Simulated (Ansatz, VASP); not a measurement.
## ZnO: VASP beside Ansatz

```
Zn O
1.0
     0.00000    2.16494    2.16494
     2.16494    0.00000    2.16494
     2.16494    2.16494    0.00000
Zn O
1 1
Direct
  0.00000 0.00000 0.00000
  0.50000 0.50000 0.50000
```

Alike in both runs: functional PBE; k mesh 12 × 12 × 12; occupations gaussian, width 0.02 eV; no spin polarisation.

Ansatz relaxed the structure, and its values are those at the end. VASP's run is a single point on that final structure, the one shown.

```csv
,VASP,Ansatz
version,VASP 6.6.1,Ansatz 0.2.0
potentials or method,"VASP PAW PBE potentials, release 64 (Zn, O)","scalar-relativistic, plane waves, PAW"
plane-wave cutoff (eV),520,420
valence electrons in the cell,18,18
```

Ansatz gave:

| Item | Value |
| --- | --- |
| gap on the k mesh at the Fermi level (eV) | 0.75 |
| least direct gap on the mesh (eV) | 1.99 |
| pressure (GPa) | 0.0 |

Task: Estimate VASP's values.

Result: gap on the k mesh at the Fermi level (eV): 0.72; least direct gap on the mesh (eV): 1.96; pressure (GPa): 0.9.

A k mesh can miss the band edges. PBE gaps usually lie below the measured ones, often by a third to a half.
